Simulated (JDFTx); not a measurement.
# WC (Qusongite) (P-6m2) in JDFTx: reference runs

Aim: a first look at WC (Qusongite) with PBE, on the cell as given and on a disturbed one.

All numbers are computed with JDFTx 1.7.0 (patched build); they aren't measurements. Logs are shortened: lines on timing, memory, paths and dates and some standing lists are left out, and cuts for length are marked. The log counts tension as positive stress, the text compression.

## Step 1: The structure

The structure is hexagonal, space group P-6m2 (No. 187). The conventional cell has a = 2.907 Å, b = 2.907 Å, c = 2.837 Å, α = 90.00°, β = 90.00°, γ = 120.00°. W (site symmetry -6m2) is surrounded by 6 C at 2.20 Å. Around C (site symmetry -6m2) lie 6 W at 2.20 Å.

## Step 2: Single point, PBE

WC.in

```
lattice \
    5.4924889812    -2.7462444906     0.0000000000 \
    0.0000000000     4.7566349877     0.0000000000 \
    0.0000000000     0.0000000000     5.3603971251
coords-type Lattice
ion W      0.0000000000     0.0000000000     0.0000000000 1
ion C      0.6666666667     0.3333333333     0.5000000000 1

ion-species pseudo/W.upf
ion-species pseudo/C.upf
elec-cutoff 41
elec-ex-corr gga-PBE
kpoint-folding 10 10 9
elec-smearing Fermi 0.0018374661
elec-n-bands 15
electronic-SCF nIterations 100 energyDiffThreshold 1e-08
electronic-minimize nIterations 30 energyDiffThreshold 1e-7
converge-empty-states yes
forces-output-coords Cartesian

dump-name run.$VAR
dump End Ecomponents EigStats BandEigs Kpoints Forces Stress ElecDensity Dtot KEdensity
```

Potentials or basis: PseudoDojo-SR-PBE-0.5-standard.

Command:

```sh
$ jdftx -c 1 -i WC.in -o WC.out
```

Log:

```text
*************** JDFTx 1.7.0 (patched build) ***************

Input parsed successfully to the following command list (including defaults):
[... the input with its defaults ...]

---------- Setting up symmetries ----------

Found 24 point-group symmetries of the bravais lattice
Found 12 space-group symmetries with basis
Applied RMS atom displacement 1.58555e-10 bohrs to make symmetries exact.

---------- Initializing the Grid ----------
R =
[      5.49249     -2.74624            0  ]
[            0      4.75663            0  ]
[            0            0       5.3604  ]
unit cell volume = 140.044
G =
[    1.14396   0.660465         -0  ]
[          0    1.32093          0  ]
[          0         -0    1.17215  ]
Minimum fftbox size, Smin = [  32  32  32  ]
Chosen fftbox size, S = [  32  32  32  ]

---------- Exchange Correlation functional ----------
Initalized PBE GGA exchange.
Initalized PBE GGA correlation.

---------- Setting up pseudopotentials ----------
Width of ionic core gaussian charges (only for fluid interactions / plotting) set to 0

Reading pseudopotential file 'pseudo/W.upf':
  'W' pseudopotential, 'PBE' functional
  Generated using ONCVPSP code by D. R. Hamann
  14 valence electrons, 4 orbitals, 8 projectors, 1001 radial grid points, with lMax = 3
    5S    l: 0   occupation:  2.0   eigenvalue: -2.905892
    5P    l: 1   occupation:  6.0   eigenvalue: -1.587650
    5D    l: 2   occupation:  4.0   eigenvalue: -0.164649
    6S    l: 0   occupation:  2.0   eigenvalue: -0.209951
  Core radius for overlap checks: 2.00 bohrs.

Reading pseudopotential file 'pseudo/C.upf':
  'C' pseudopotential, 'PBE' functional
  Generated using ONCVPSP code by D. R. Hamann
  4 valence electrons, 2 orbitals, 4 projectors, 1001 radial grid points, with lMax = 1
    2S    l: 0   occupation:  2.0   eigenvalue: -0.505335
    2P    l: 1   occupation:  2.0   eigenvalue: -0.194238
  Core radius for overlap checks: 1.21 bohrs.

Initialized 2 species with 2 total atoms.

Folded 1 k-points by 10x10x9 to 900 k-points.

---------- Setting up k-points, bands, fillings ----------
Adding inversion symmetry to k-mesh for non-inversion-symmetric unit cell.
Reduced to 70 k-points under symmetry.
Computing the number of bands and number of electrons
Calculating initial fillings.
nElectrons:  18.000000   nBands: 15   nStates: 70

----- Setting up reduced wavefunction bases (one per k-point) -----
average nbasis = 1756.121 , ideal nbasis = 1756.046

---------- Setting up ewald sum ----------
Optimum gaussian width for ewald sums = 1.845697 bohr.
Real space sum over 1331 unit cells with max indices [  5  5  5  ]
Reciprocal space sum over 2197 terms with max indices [  6  6  6  ]

---------- Allocating electronic variables ----------
Initializing wave functions:  linear combination of atomic orbitals
Note: number of bands (15) exceeds available atomic orbitals (14)
W pseudo-atom occupations:   s ( 2 2 )  p ( 6 )  d ( 4 )
C pseudo-atom occupations:   s ( 2 )  p ( 2 )
	FillingsUpdate:  mu: +0.750629575  nElectrons: 18.000000
LCAOMinimize: Iter:   0  F: -74.5672382398502265  |grad|_K:  7.088e-03  alpha:  1.000e+00
	FillingsUpdate:  mu: +0.778056898  nElectrons: 18.000000
LCAOMinimize: Iter:   1  F: -74.6966742377914557  |grad|_K:  6.883e-04  alpha:  2.805e-01  linmin: -4.685e-01  cgtest:  9.338e-01
LCAOMinimize: Encountered beta<0, resetting CG.
[... 6 lines of inner loops ...]
LCAOMinimize: Iter:   4  F: -74.6978030169564420  |grad|_K:  1.076e-06  alpha:  5.282e-01  linmin:  1.478e-05  cgtest:  6.332e-06
	FillingsUpdate:  mu: +0.780484287  nElectrons: 18.000000
LCAOMinimize: Iter:   5  F: -74.6978030215810946  |grad|_K:  9.161e-08  alpha:  5.076e-01  linmin:  2.543e-04  cgtest: -2.430e-03
LCAOMinimize: Converged (|Delta F|<1.000000e-06 for 2 iters).

-------- Electronic minimization -----------
Will mix electronic density at each iteration.
	FillingsUpdate:  mu: +0.780484287  nElectrons: 18.000000
	FillingsUpdate:  mu: +0.763227086  nElectrons: 18.000000
SCF: Cycle:  0   F: -74.761327251850020   dF: -6.352e-02   |Residual|: 6.623e-02   |deigs|: 8.382e-02
	FillingsUpdate:  mu: +0.758723140  nElectrons: 18.000000
SCF: Cycle:  1   F: -74.762992555828092   dF: -1.665e-03   |Residual|: 3.325e-02   |deigs|: 8.049e-03
	FillingsUpdate:  mu: +0.754389306  nElectrons: 18.000000
SCF: Cycle:  2   F: -74.763323087706524   dF: -3.305e-04   |Residual|: 5.306e-03   |deigs|: 6.887e-03
	FillingsUpdate:  mu: +0.754668406  nElectrons: 18.000000
SCF: Cycle:  3   F: -74.763339600043807   dF: -1.651e-05   |Residual|: 2.843e-03   |deigs|: 6.233e-04
	FillingsUpdate:  mu: +0.755016415  nElectrons: 18.000000
SCF: Cycle:  4   F: -74.763341853722309   dF: -2.254e-06   |Residual|: 9.690e-04   |deigs|: 5.689e-04
	FillingsUpdate:  mu: +0.754871922  nElectrons: 18.000000
SCF: Cycle:  5   F: -74.763342603530234   dF: -7.498e-07   |Residual|: 1.847e-04   |deigs|: 2.366e-04
	FillingsUpdate:  mu: +0.754872012  nElectrons: 18.000000
SCF: Cycle:  6   F: -74.763342715572350   dF: -1.120e-07   |Residual|: 1.188e-04   |deigs|: 1.877e-05
	FillingsUpdate:  mu: +0.754888163  nElectrons: 18.000000
SCF: Cycle:  7   F: -74.763342758280061   dF: -4.271e-08   |Residual|: 1.716e-05   |deigs|: 2.905e-05
	FillingsUpdate:  mu: +0.754890255  nElectrons: 18.000000
SCF: Cycle:  8   F: -74.763342770506100   dF: -1.223e-08   |Residual|: 8.020e-06   |deigs|: 4.457e-06
	FillingsUpdate:  mu: +0.754890802  nElectrons: 18.000000
SCF: Cycle:  9   F: -74.763342774896046   dF: -4.390e-09   |Residual|: 6.279e-06   |deigs|: 3.669e-06
	FillingsUpdate:  mu: +0.754889649  nElectrons: 18.000000
SCF: Cycle: 10   F: -74.763342776304810   dF: -1.409e-09   |Residual|: 2.357e-06   |deigs|: 3.076e-06
SCF: Converged (|Delta E|<1.000000e-08 for 2 iters).

Setting wave functions to eigenvectors of Hamiltonian
Converging empty states (this may take a while): |deigs|: 1.196e-05

# Stress tensor in Cartesian coordinates [Eh/a0^3]:
[ -0.000202538            0            0  ]
[            0 -0.000202538            0  ]
[            0            0 -0.000178317  ]

# Ionic positions in lattice coordinates:
ion W   0.000000000016667  -0.000000000016667   0.000000000000000 1
ion C   0.666666666683333   0.333333333316667   0.500000000000000 1

# Forces in Cartesian coordinates:
force W   0.000000000000000  -0.000000000000000   0.000000000000000 1
force C   0.000000000000000   0.000000000000000   0.000000000000000 1

# Energy components:
   Eewald =      -66.0113243272684116
       EH =        8.7351020492797655
     Eloc =      -42.6721467266888297
      Enl =       12.3921302418573021
      Exc =      -18.7456613116437971
 Exc_core =        7.1241890118122742
       KE =       24.4144381046764956
-------------------------------------
     Etot =      -74.7632729579752038
       TS =        0.0000698183295999
-------------------------------------
        F =      -74.7633427763048104

IonicMinimize: Iter:   0  F: -74.763342776304810  |grad|_K:  0.000e+00
IonicMinimize: Converged (|grad|_K<1.000000e-04).

#--- Lowdin population analysis ---
# oxidation-state W +0.793
# oxidation-state C -0.713

Dumping 'run.eigStats' ...
	eMin: -1.964979 at state 0 ( [ +0.000000 +0.000000 +0.000000 ] spin 0 )
	HOMO: +0.751766 at state 3 ( [ +0.000000 +0.000000 +0.333333 ] spin 0 )
	mu  : +0.754890
	LUMO: +0.755570 at state 8 ( [ +0.000000 +0.100000 +0.333333 ] spin 0 )
	eMax: +1.344600 at state 2 ( [ +0.000000 +0.000000 +0.222222 ] spin 0 )
	HOMO-LUMO gap: +0.003805
	Optical gap  : +0.023373 at state 8 ( [ +0.000000 +0.100000 +0.333333 ] spin 0 )
Done!
```

Wall time 51 s (1 thread of Arm Neoverse V1, shared host); peak memory 0.14 GiB.

What came out:

| Property | Result |
| --- | --- |
| Free energy | -2034.4142 eV |
| Pressure | 5.7 GPa |
| Band gap on the k mesh | none (metal or under the smearing width) |
| Loewdin charges | W +0.79; C -0.71 e |

Stress tensor (GPa, compression positive):
```
5.96 0.00 0.00
0.00 5.96 0.00
0.00 0.00 5.25
```

Caveat: forces may be off by hundredths of an eV/Å. Spin-orbit coupling is left out, which matters for the levels of W.

## Step 3: Single point, PBE (atoms moved at random, drawn with an rms of 0.05 Å)

Changes to WC.in since step 2:

```diff
@@ -5,4 +5,4 @@
 coords-type Lattice
-ion W      0.0000000000     0.0000000000     0.0000000000 1
-ion C      0.6666666667     0.3333333333     0.5000000000 1
+ion W      0.0059450000     0.0066780000     0.0194740000 1
+ion C      0.6820890000     0.3248480000     0.5199400000 1
 
@@ -21,2 +21,2 @@
 dump-name run.$VAR
-dump End Ecomponents EigStats BandEigs Kpoints Forces Stress ElecDensity Dtot KEdensity
+dump End Ecomponents EigStats BandEigs Kpoints Forces Stress
```

Potentials or basis: PseudoDojo-SR-PBE-0.5-standard.

Command:

```sh
$ jdftx -c 1 -i WC.in -o WC.out
```

Log:

```text
*************** JDFTx 1.7.0 (patched build) ***************

Input parsed successfully to the following command list (including defaults):
[... the input with its defaults ...]

---------- Setting up symmetries ----------

Found 24 point-group symmetries of the bravais lattice
Found 1 space-group symmetries with basis
Applied RMS atom displacement 0 bohrs to make symmetries exact.

---------- Initializing the Grid ----------
R =
[      5.49249     -2.74624            0  ]
[            0      4.75663            0  ]
[            0            0       5.3604  ]
unit cell volume = 140.044
G =
[    1.14396   0.660465         -0  ]
[          0    1.32093          0  ]
[          0         -0    1.17215  ]
Minimum fftbox size, Smin = [  32  32  32  ]
Chosen fftbox size, S = [  32  32  32  ]

---------- Exchange Correlation functional ----------
Initalized PBE GGA exchange.
Initalized PBE GGA correlation.

---------- Setting up pseudopotentials ----------
Width of ionic core gaussian charges (only for fluid interactions / plotting) set to 0

Reading pseudopotential file 'pseudo/W.upf':
[... 80 lines left out ...]
Converging empty states (this may take a while): |deigs|: 7.686e-06

# Stress tensor in Cartesian coordinates [Eh/a0^3]:
[ -0.000271249  7.29703e-05 -9.92316e-07  ]
[  7.29703e-05 -0.000160395  7.42949e-07  ]
[ -9.92316e-07  7.42949e-07 -0.000219013  ]

# Ionic positions in lattice coordinates:
ion W   0.005945000000000   0.006678000000000   0.019474000000000 1
ion C   0.682089000000000   0.324848000000000   0.519940000000000 1

# Forces in Cartesian coordinates:
force W   0.016141663670540  -0.012067123026336   0.000369731892269 1
force C  -0.016142107844681   0.012064608259492  -0.000373935543101 1

# Energy components:
   Eewald =      -66.0021568465664217
       EH =        8.7427931340276928
     Eloc =      -42.6918680750424784
      Enl =       12.3928460605410589
      Exc =      -18.7465659364256751
 Exc_core =        7.1241889092150856
       KE =       24.4186731887428721
-------------------------------------
     Etot =      -74.7620895655078641
       TS =        0.0000699842471402
-------------------------------------
        F =      -74.7621595497549976

IonicMinimize: Iter:   0  F: -74.762159549754998  |grad|_K:  1.164e-02
IonicMinimize: None of the convergence criteria satisfied after 0 iterations.

#--- Lowdin population analysis ---
# oxidation-state W +0.792
# oxidation-state C -0.712

Dumping 'run.eigStats' ...
	eMin: -1.964944 at state 0 ( [ +0.000000 +0.000000 +0.000000 ] spin 0 )
	HOMO: +0.754700 at state 8 ( [ +0.000000 +0.100000 +0.333333 ] spin 0 )
	mu  : +0.755576
	LUMO: +0.755581 at state 49 ( [ +0.100000 +0.000000 +0.333333 ] spin 0 )
	eMax: +1.343806 at state 2 ( [ +0.000000 +0.000000 +0.222222 ] spin 0 )
	HOMO-LUMO gap: +0.000882
	Optical gap  : +0.012427 at state 3 ( [ +0.000000 +0.000000 +0.333333 ] spin 0 )
Done!
```

Run time: 5.4 min. Hardware: 1 thread of Arm Neoverse V1, shared host; peak memory 0.7 GiB.

What came out:

```
Free energy            : -2034.3820 eV
Pressure               : 6.4 GPa
Largest force          : 1.037 eV/Å
Band gap on the k mesh : none (metal or under the smearing width)
Loewdin charges        : W +0.79; C -0.71 e
```

Forces in eV/Å, atoms in the order of the input:
```
W    0.830 -0.621  0.019
C   -0.830  0.620 -0.019
```

Stress tensor (GPa, compression positive):
```
 7.98 -2.15  0.03
-2.15  4.72 -0.02
 0.03 -0.02  6.44
```

Levels at points of the mesh, in eV from the Fermi level:
| k point | band 7 | band 8 | band 9 | band 10 | band 11 | band 12 |
| --- | --- | --- | --- | --- | --- | --- |
| (0.00, 0.00, 0.00) | -3.43 | -3.24 | 0.03 | 3.17 | 3.29 | 5.09 |
| (0.00, 0.50, 0.00) | -3.64 | -3.53 | -0.48 | 2.29 | 4.56 | 4.93 |
| (0.50, 0.00, 0.00) | -3.65 | -3.58 | -0.44 | 2.30 | 4.53 | 4.91 |
| (0.50, 0.50, 0.00) | -3.86 | -3.58 | -0.42 | 2.38 | 4.43 | 4.79 |

Caveat: forces may be off by hundredths of an eV/Å. The run has no spin-orbit coupling, so splittings on W are missing.
